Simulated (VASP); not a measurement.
# GaCo: formation energy of V on the Co site

Aim: the formation energy and local structure of V on the Co site in GaCo. The start is a cell from a database of measured crystal structures.

Calculated with VASP 6.6.1; LDA, spin-polarised from a ferromagnetic start (one magnetic atom a cell); plane waves and PAW (Ga, Co), in the first sound run; inputs show where later runs differ.

## (1) The host crystal

Symmetry: Pm-3m, No. 221, cubic system. The conventional cell has a = 2.878 Å, b = 2.878 Å, c = 2.878 Å, α = 90.00°, β = 90.00°, γ = 90.00°. Nearest to Ga lie 8 Co at 2.49 Å. Nearest to Co lie 8 Ga at 2.49 Å. Farther neighbours are not listed.

## (2) The host at zero pressure

The later steps need the crystal at this functional's own lattice; a raised cutoff keeps the stress reliable while the cell changes.

File INCAR:

```
SYSTEM = GaCo
PREC = Accurate
ENCUT = 350
EDIFF = 1E-06
NELM = 120
ISMEAR = 1
SIGMA = 0.15
LREAL = .FALSE.
ALGO = Normal
GGA = CA
NBANDS = 15
ISPIN = 2
MAGMOM = 0 2
LASPH = .TRUE.
LMAXMIX = 4
LORBIT = 11
LWAVE = .FALSE.
LCHARG = .FALSE.
KPAR = 4
IBRION = 2
NSW = 40
ISIF = 3
EDIFFG = -0.02
POTIM = 0.4
```

File POSCAR:

```
GaCo
1.0
    2.8780000000      0.0000000000      0.0000000000
    0.0000000000      2.8780000000      0.0000000000
    0.0000000000      0.0000000000      2.8780000000
Ga Co
1 1
Direct
    0.5000000000      0.5000000000      0.5000000000
    0.0000000000      0.0000000000      0.0000000000
```

File KPOINTS:

```
Automatic mesh
0
Gamma
11 11 11
0 0 0
```

Potentials, in the order of the species: Ga and Co (LDA family, release 64).

The run is started by

```sh
mpirun -np 4 vasp_std
```

What it wrote:

```text
[banner, memory and clock lines left out]
running    4 mpi-ranks, on    1 nodes
 distrk:  each k-point on    1 cores,    4 groups
 distr:  one band on    1 cores,    1 groups

 POSCAR found type information on POSCAR GaCo
 POSCAR found :  2 types and       2 ions
 LDA part: xc-table for (Slater(with rela. corr.)+CA(PZ))
 , standard interpolation
 POSCAR, INCAR and KPOINTS ok, starting setup
 FFT: planning ... GRIDC
 FFT: planning ... GRID_SOFT
 FFT: planning ... GRID
 WAVECAR not read
 entering main loop
       N       E                     dE             d eps       ncg     rms          rms(c)
DAV:   1     0.294263141092E+02    0.29426E+02   -0.39285E+03  3479   0.618E+02
DAV:   2    -0.121910197897E+02   -0.41617E+02   -0.37737E+02  3766   0.136E+02
DAV:   3    -0.133091002598E+02   -0.11181E+01   -0.11119E+01  4221   0.252E+01
DAV:   4    -0.133203928250E+02   -0.11293E-01   -0.11291E-01  4255   0.224E+00
DAV:   5    -0.133206401356E+02   -0.24731E-03   -0.24731E-03  4278   0.321E-01    0.111E+01
DAV:   6    -0.146813926807E+02   -0.13608E+01   -0.26979E+01  4074   0.604E+01    0.127E+01
DAV:   7    -0.125614835747E+02    0.21199E+01   -0.14511E+01  4123   0.391E+01    0.282E+00
DAV:   8    -0.125343264851E+02    0.27157E-01   -0.15359E-01  4026   0.297E+00    0.109E+00
DAV:   9    -0.125247178602E+02    0.96086E-02   -0.24906E-02  4390   0.120E+00    0.630E-01
DAV:  10    -0.125240270846E+02    0.69078E-03   -0.63482E-04  4181   0.203E-01    0.176E-01
DAV:  11    -0.125239199219E+02    0.10716E-03   -0.14624E-04  4074   0.104E-01    0.872E-02
DAV:  12    -0.125239289513E+02   -0.90293E-05   -0.32543E-05  3943   0.454E-02    0.312E-02
DAV:  13    -0.125239307811E+02   -0.18299E-05   -0.38692E-06  3406   0.195E-02    0.958E-03
DAV:  14    -0.125239327196E+02   -0.19385E-05   -0.26558E-06  1974   0.135E-02    0.116E-02
DAV:  15    -0.125239343345E+02   -0.16150E-05   -0.42136E-06  1911   0.168E-02    0.762E-03
DAV:  16    -0.125239356183E+02   -0.12838E-05   -0.40094E-06  1834   0.161E-02    0.657E-03
DAV:  17    -0.125239364858E+02   -0.86749E-06   -0.23935E-05  4186   0.402E-02    0.289E-03
DAV:  18    -0.125239366480E+02   -0.16218E-06   -0.39645E-07  1743   0.602E-03
   1 F= -.12523937E+02 E0= -.12523590E+02  d E =-.125239E+02  mag=    -0.0002
 curvature:   0.00 expect dE= 0.000E+00 dE for cont linesearch  0.000E+00
 trial: gam= 0.00000 g(F)=  0.000E+00 g(S)=  0.234E+00 ort = 0.000E+00 (trialstep = 0.100E+01)
 search vector abs. value=  0.234E+00
 bond charge predicted
       N       E                     dE             d eps       ncg     rms          rms(c)
DAV:   1    -0.148806939584E+02   -0.23568E+01   -0.26691E+01  4074   0.683E+01    0.139E+01
DAV:   2    -0.165605798192E+02   -0.16799E+01   -0.54635E+01  4130   0.895E+01    0.153E+01
DAV:   3    -0.126364208300E+02    0.39242E+01   -0.27368E+01  4088   0.557E+01    0.274E+00
DAV:   4    -0.125967550256E+02    0.39666E-01   -0.16710E-01  3698   0.248E+00    0.180E+00
DAV:   5    -0.125648146949E+02    0.31940E-01   -0.60651E-02  4940   0.237E+00    0.493E-01
DAV:   6    -0.125643803683E+02    0.43433E-03   -0.14707E-03  4025   0.415E-01    0.125E-01
DAV:   7    -0.125643941120E+02   -0.13744E-04   -0.19476E-05  3915   0.293E-02    0.965E-03
DAV:   8    -0.125643939389E+02    0.17308E-06   -0.45287E-07  3174   0.600E-03
   2 F= -.12564394E+02 E0= -.12564368E+02  d E =-.404573E-01  mag=     0.0000
 trial-energy change:   -0.040457  1 .order   -0.027158   -0.234124    0.179808
 step:   0.6114(harm=  0.5656)  dis= 0.00000  next Energy=   -12.598549 (dE=-0.746E-01)
 bond charge predicted
       N       E                     dE             d eps       ncg     rms          rms(c)
DAV:   1    -0.129566423486E+02   -0.39225E+00   -0.43343E+00  3962   0.288E+01    0.515E+00
DAV:   2    -0.132649761151E+02   -0.30833E+00   -0.10315E+01  4186   0.352E+01    0.609E+00
DAV:   3    -0.126118738785E+02    0.65310E+00   -0.35646E+00  4102   0.222E+01    0.987E-01
DAV:   4    -0.126013702998E+02    0.10504E-01   -0.14400E-02  3670   0.105E+00    0.421E-01
DAV:   5    -0.125991183116E+02    0.22520E-02   -0.38982E-03  5318   0.508E-01    0.550E-02
DAV:   6    -0.125991252789E+02   -0.69672E-05   -0.48239E-05  3556   0.503E-02    0.138E-02
DAV:   7    -0.125991257184E+02   -0.43957E-06   -0.12065E-06  3348   0.136E-02
   3 F= -.12599126E+02 E0= -.12598973E+02  d E =-.751891E-01  mag=     0.0000
 curvature:  -0.28 expect dE=-0.181E-05 dE for cont linesearch -0.181E-05
 trial: gam=-0.00523 g(F)=  0.200E-67 g(S)=  0.648E-05 ort = 0.123E-02 (trialstep = 0.922E+00)
 search vector abs. value=  0.279E-09
 reached required accuracy - stopping structural energy minimisation
```

Elapsed: 10 s, on 4 MPI ranks of Intel Xeon 6975P-C (Granite Rapids), shared host; peak memory 0.5 GiB; 31 s of CPU time.

The logs omit lines about the potential files and the build; timing stands in the text.

OUTCAR, selected parts (step 2):

```text
ion  position               nearest neighbor table
   1  0.500  0.500  0.500-   2 2.49   2 2.49   2 2.49   2 2.49   2 2.49   2 2.49   2 2.49   2 2.49

  LATTYP: Found a simple cubic cell.
 ALAT       =     2.8780000000

 Subroutine GETGRP returns: Found 48 space group operations
 (whereof 48 operations were pure point group operations)

The static configuration has the point symmetry O_h .

 Found     56 irreducible k-points:

   k-points           NKPTS =     56   k-points in BZ     NKDIM =     56   number of bands    NBANDS=     15

   dimension x,y,z NGX =    18 NGY =   18 NGZ =   18
   dimension x,y,z NGXF=    36 NGYF=   36 NGZF=   36

   ENCUT  =  350.0 eV  25.72 Ry    5.07 a.u.   4.39  4.39  4.39*2*pi/ulx,y,z

   NELECT =      12.0000    total number of electrons

 k-points in reciprocal lattice and weights: Automatic mesh
   0.00000000  0.00000000  0.00000000       0.001
   0.09090909  0.00000000  0.00000000       0.005
   0.18181818  0.00000000  0.00000000       0.005
   0.27272727  0.00000000  0.00000000       0.005
   0.36363636  0.00000000  0.00000000       0.005
   0.45454545  0.00000000  0.00000000       0.005
   0.09090909  0.09090909  0.00000000       0.009
   0.18181818  0.09090909  0.00000000       0.018
   0.27272727  0.09090909  0.00000000       0.018
[...]
0.45454545  0.45454545  0.36363636       0.018
   0.45454545  0.45454545  0.45454545       0.006

 average (electrostatic) potential at core
       1 -11.6505       2 -79.6031

 E-fermi :   8.4926

 spin component 1
 k-point     1 :       0.0000    0.0000    0.0000
  band No.  band energies     occupation
    ...
      2       5.5908      1.00000
      3       5.5908      1.00000
      4       7.6864      1.00000
      5       7.6864      1.00000
      6       7.6864      1.00000
      7      13.9444      0.00000
      8      13.9444      0.00000
      9      13.9444      0.00000
     10      20.0986      0.00000
     11      20.0986      0.00000
    ...

 k-point     2 :       0.0909    0.0000    0.0000
  band No.  band energies     occupation
    ...
      2       5.5622      1.00000
      3       5.6103      1.00000
      4       7.5693      1.00000
      5       7.5693      1.00000
      6       7.6866      1.00000
      7      12.8117      0.00000
      8      14.2459      0.00000
      9      14.2459      0.00000
     10      20.1187      0.00000
     11      20.8031      0.00000
    ...

 k-point     3 :       0.1818    0.0000    0.0000
  band No.  band energies     occupation
    ...
      2       5.3662      1.00000
      3       5.6628      1.00000
      4       7.2863      1.00000
      5       7.2863      1.00000
      6       7.6869      1.00000
      7      10.8426     -0.00000
      8      15.0805      0.00000
      9      15.0805      0.00000
     10      20.1781      0.00000
     11      21.3507      0.00000
    ...

 k-point     4 :       0.2727    0.0000    0.0000
  band No.  band energies     occupation
    ...
      2       4.6578      1.00000
      3       5.7330      1.00000
      4       6.9665      1.00000
      5       6.9665      1.00000
      6       7.6871      1.00000
      7       9.3592     -0.00000
      8      16.3146      0.00000
      9      16.3146      0.00000
     10      20.2728      0.00000
     11      21.7442      0.00000
    ...

 k-point     5 :       0.3636    0.0000    0.0000
  band No.  band energies     occupation
    ...
      2       3.2651      1.00000
      3       5.7992      1.00000
      4       6.7089      1.00000
      5       6.7089      1.00000
      6       7.6874      1.00000
      7       8.7395     -0.02096
      8      17.8281      0.00000
      9      17.8281      0.00000
     10      20.3845      0.00000
     11      22.2638      0.00000
    ...

 k-point     6 :       0.4545    0.0000    0.0000
  band No.  band energies     occupation
    ...
      2       1.6536      1.00000
      3       5.8393      1.00000
      4       6.5682      1.00000
      5       6.5682      1.00000
      6       7.6876      1.00000
      7       8.5985      0.03823
      8      19.4274      0.00000
      9      19.4274      0.00000
     10      20.4675      0.00000
     11      22.0929      0.00000
    ...

  Total       -0.0105794     -0.0105794     -0.0105794      0.0000000      0.0000000     -0.0000000
  in kB       -0.7641638     -0.7641638     -0.7641638      0.0000000      0.0000000     -0.0000000
  external PRESSURE =      -0.7641638 kB  Pullay stress =       0.0000000 kB

  energy-cutoff  :      350.00
  volume of cell :       22.18
      direct lattice vectors                 reciprocal lattice vectors
     2.809713955 -0.000000000  0.000000000     0.355908116  0.000000000  0.000000000
     0.000000000  2.809713955 -0.000000000     0.000000000  0.355908116  0.000000000
    -0.000000000 -0.000000000  2.809713955    -0.000000000  0.000000000  0.355908116

 POSITION                                       TOTAL-FORCE (eV/Angst)
 -----------------------------------------------------------------------------------
      1.40486      1.40486      1.40486         0.000000      0.000000      0.000000
      0.00000      0.00000      0.00000        -0.000000     -0.000000      0.000000
 -----------------------------------------------------------------------------------
    total drift:                                0.000000     -0.000000     -0.000000

  FREE ENERGIE OF THE ION-ELECTRON SYSTEM (eV)
  ---------------------------------------------------
  free  energy   TOTEN  =       -12.5991257184 eV

  energy  without entropy=      -12.5986665070  energy(sigma->0) =      -12.59897265

 reached required accuracy - stopping structural energy minimisation

 total charge
# of ion       s       p       d       tot
------------------------------------------
    1        1.104   1.479   0.268   2.851
    2        0.410   0.500   7.582   8.492
--------------------------------------------------
tot          1.515   1.978   7.849  11.343

 magnetization (x)
# of ion       s       p       d       tot
------------------------------------------
    1       -0.000  -0.000   0.000  -0.000
    2       -0.000  -0.000   0.000   0.000
--------------------------------------------------
tot         -0.000  -0.000   0.000   0.000

[... 2 further parts left out ...]
```

CONTCAR:

```
GaCo
   1.00000000000000
     2.8097139546990224   -0.0000000000000000    0.0000000000000000
     0.0000000000000000    2.8097139546990224   -0.0000000000000000
    -0.0000000000000000   -0.0000000000000000    2.8097139546990224
  Ga              Co
     1     1
Direct
     0.5000000000000000    0.5000000000000000    0.5000000000000000
     0.0000000000000000    0.0000000000000000    0.0000000000000000
```

The moments of the start collapse, so the state is non-magnetic; other starts or orders were not tried. The data set Ga keeps the semicore shell frozen, which is cheaper and a little less accurate. The run keeps the 48 symmetry operations of its start, so it cannot find a distortion of lower symmetry.

The steps of the relaxation:

```tsv
step	energy less that of the first step (eV)	largest force (eV/Å)	pressure (GPa)	volume (Å³)
1	0.0000	0.0000	-13.52	23.84
2	-0.0405	0.0000	11.69	21.17
3	-0.0752	0.0000	-0.08	22.18
```

```tsv
conventional cell, symmetrised	before	after	change
a (Å)	2.878	2.810	-2.4 %
b (Å)	2.878	2.810	-2.4 %
c (Å)	2.878	2.810	-2.4 %
volume (Å³/atom)	11.92	11.09	-7.0 %
```

Final coordinates:

```xyz
2
Lattice="2.8097 0.0000 0.0000 0.0000 2.8097 0.0000 0.0000 0.0000 2.8097" Properties=species:S:1:pos:R:3 pbc="T T T"
Ga    1.4049    1.4049    1.4049
Co    0.0000    0.0000    0.0000
```

Numbers from this step:

| Item | Value |
| --- | --- |
| electronic cycles | 33 |
| electrons | 12 |
| free energy (TOTEN) | -12.60 eV |
| energy at zero smearing | -12.60 eV |
| Fermi energy | 8.493 eV |
| labelled metallic, from the levels on this mesh | yes |

The spin moment in the PAW sphere vanishes on all atoms.

The run ended after 3 ionic steps, 0.075 eV below its first step, once forces and stress met EDIFFG = -0.02.

## (3) Relax the host again, on a new basis

The volume changed by more than 5 %, so the plane waves of the start no longer fit; a second relaxation removes that error.

INCAR: that of step 2 with these lines changed.

```diff
@@ -20,3 +20,3 @@
 IBRION = 2
-NSW = 40
+NSW = 30
 ISIF = 3
```

File POSCAR:

```
GaCo
1.0
    2.8097139547      0.0000000000      0.0000000000
    0.0000000000      2.8097139547      0.0000000000
    0.0000000000      0.0000000000      2.8097139547
Ga Co
1 1
Direct
    0.5000000000      0.5000000000      0.5000000000
    0.0000000000      0.0000000000      0.0000000000
```

File KPOINTS:

```
Automatic mesh
0
Gamma
12 12 12
0 0 0
```

The run is started by

```sh
mpirun -np 4 vasp_std
```

What it wrote:

```text
[... set-up lines as in an earlier step ...]
 entering main loop
       N       E                     dE             d eps       ncg     rms          rms(c)
DAV:   1     0.299733092362E+02    0.29973E+02   -0.39386E+03  5327   0.630E+02
DAV:   2    -0.122307305268E+02   -0.42204E+02   -0.38393E+02  5775   0.140E+02
DAV:   3    -0.133429049303E+02   -0.11122E+01   -0.11069E+01  6314   0.255E+01
DAV:   4    -0.133529183404E+02   -0.10013E-01   -0.10011E-01  6279   0.216E+00
DAV:   5    -0.133531591976E+02   -0.24086E-03   -0.24086E-03  6486   0.328E-01    0.118E+01
DAV:   6    -0.143044339548E+02   -0.95127E+00   -0.22490E+01  6034   0.570E+01    0.108E+01
DAV:   7    -0.126503460089E+02    0.16541E+01   -0.11707E+01  6083   0.366E+01    0.311E+00
DAV:   8    -0.126088015059E+02    0.41545E-01   -0.16869E-01  5870   0.324E+00    0.101E+00
DAV:   9    -0.125987143081E+02    0.10087E-01   -0.10746E-02  6667   0.824E-01    0.570E-01
DAV:  10    -0.125977884097E+02    0.92590E-03   -0.24609E-04  5845   0.105E-01    0.165E-01
DAV:  11    -0.125976357078E+02    0.15270E-03   -0.11817E-04  5908   0.788E-02    0.801E-02
DAV:  12    -0.125976439950E+02   -0.82872E-05   -0.44634E-05  6511   0.628E-02    0.170E-02
DAV:  13    -0.125976434585E+02    0.53647E-06   -0.10696E-06  3591   0.807E-03
   1 F= -.12597643E+02 E0= -.12597794E+02  d E =-.125976E+02  mag=     0.0005
 curvature:   0.00 expect dE= 0.000E+00 dE for cont linesearch  0.000E+00
 trial: gam= 0.00000 g(F)=  0.000E+00 g(S)=  0.127E-06 ort = 0.000E+00 (trialstep = 0.100E+01)
 search vector abs. value=  0.127E-06
 reached required accuracy - stopping structural energy minimisation
```

Run time: 6.4 s. Hardware: 4 MPI ranks; peak memory 0.49 GiB; 18 s of CPU time.

From OUTCAR (step 3):

```text
  LATTYP: Found a simple cubic cell.
 ALAT       =     2.8097139547

The static configuration has the point symmetry O_h .

 Found     84 irreducible k-points:

   k-points           NKPTS =     84   k-points in BZ     NKDIM =     84   number of bands    NBANDS=     15

   ENCUT  =  350.0 eV  25.72 Ry    5.07 a.u.   4.29  4.29  4.29*2*pi/ulx,y,z

   NELECT =      12.0000    total number of electrons

 E-fermi :   8.5033

 spin component 1
 k-point     1 :       0.0000    0.0000    0.0000
  band No.  band energies     occupation
    ...
      2       5.5944      1.00000
      3       5.5944      1.00000
      4       7.6909      1.00000
      5       7.6909      1.00000
      6       7.6909      1.00000
      7      13.9446      0.00000
      8      13.9446      0.00000
      9      13.9446      0.00000
     10      20.1010      0.00000
     11      20.1010      0.00000
    ...

 k-point     2 :       0.0833    0.0000    0.0000
  band No.  band energies     occupation
    ...
      2       5.5716      1.00000
      3       5.6108      1.00000
      4       7.5914      1.00000
      5       7.5914      1.00000
      6       7.6909      1.00000
      7      12.9659      0.00000
      8      14.1990      0.00000
      9      14.1990      0.00000
     10      20.1178      0.00000
     11      20.7337      0.00000
    ...

 k-point     3 :       0.1667    0.0000    0.0000
  band No.  band energies     occupation
    ...
      2       5.4259      1.00000
      3       5.6558      1.00000
      4       7.3433      1.00000
      5       7.3433      1.00000
      6       7.6911      1.00000
      7      11.1615     -0.00000
      8      14.9107      0.00000
      9      14.9107      0.00000
     10      20.1674      0.00000
     11      21.2856      0.00000
    ...

 k-point     4 :       0.2500    0.0000    0.0000
  band No.  band energies     occupation
    ...
      2       4.9066      1.00000
      3       5.7189      1.00000
      4       7.0476      1.00000
      5       7.0476      1.00000
      6       7.6914      1.00000
      7       9.6497     -0.00000
      8      15.9764      0.00000
      9      15.9764      0.00000
     10      20.2480      0.00000
     11      21.6402      0.00000
    ...

  Total        0.0014813      0.0014813      0.0014813      0.0000000      0.0000000      0.0000000
  in kB        0.1069983      0.1069983      0.1069983      0.0000000      0.0000000      0.0000000
  external PRESSURE =       0.1069983 kB  Pullay stress =       0.0000000 kB

  energy-cutoff  :      350.00
  volume of cell :       22.18
      direct lattice vectors                 reciprocal lattice vectors
     2.809713955  0.000000000  0.000000000     0.355908116  0.000000000  0.000000000
     0.000000000  2.809713955  0.000000000     0.000000000  0.355908116  0.000000000
     0.000000000  0.000000000  2.809713955     0.000000000  0.000000000  0.355908116

 POSITION                                       TOTAL-FORCE (eV/Angst)
 -----------------------------------------------------------------------------------
      1.40486      1.40486      1.40486         0.000000      0.000000      0.000000
      0.00000      0.00000      0.00000         0.000000      0.000000      0.000000
 -----------------------------------------------------------------------------------
    total drift:                                0.000000     -0.000000      0.000000

  FREE ENERGIE OF THE ION-ELECTRON SYSTEM (eV)
  ---------------------------------------------------
  free  energy   TOTEN  =       -12.5976434585 eV

  energy  without entropy=      -12.5980943857  energy(sigma->0) =      -12.59779377

 total charge
# of ion       s       p       d       tot
------------------------------------------
    1        1.104   1.479   0.267   2.851
    2        0.410   0.499   7.580   8.489
--------------------------------------------------
tot          1.514   1.979   7.847  11.340

 magnetization (x)
# of ion       s       p       d       tot
------------------------------------------
    1       -0.000  -0.000  -0.000  -0.000
    2        0.000  -0.000   0.001   0.001
--------------------------------------------------
tot         -0.000  -0.000   0.001   0.001

[... 3 parts as in an earlier step ...]

[... 11 further parts left out ...]
```

CONTCAR:

```
GaCo
   1.00000000000000
     2.8097139546999998    0.0000000000000000    0.0000000000000000
     0.0000000000000000    2.8097139546999998    0.0000000000000000
     0.0000000000000000    0.0000000000000000    2.8097139546999998
  Ga              Co
     1     1
Direct
     0.5000000000000000    0.5000000000000000    0.5000000000000000
     0.0000000000000000    0.0000000000000000    0.0000000000000000
```

Little changed from the start: no atom moved by 0.005 Å and no cell edge by 0.1 %.

Numbers from this step:

| Property | Result |
| --- | --- |
| electronic cycles | 13 |
| Fermi energy | 8.503 eV |
| moment of the cell, from the last line of the log | 0 μB |

The start already met the threshold, so nothing moved.

(Continued in part 2 of 5.)

[Lines on the potential files, build, host, timing and source positions are cut from VASP's logs without a mark.]

[Logs are printed without paths, hosts, clocks, repeated set-up lines and the standing remarks that a program may print on its own settings, such as how far it seeks lower states.]

[Hosts, paths, dates, database ids (printed as entryN), source tags and the programs' standing remarks are cut or masked in the printed files.]

[In band tables of VASP the shares of atoms and orbitals are scaled to a sum of 1 inside the atoms' spheres.]

[Runs that stopped without an error message from VASP are left out.]
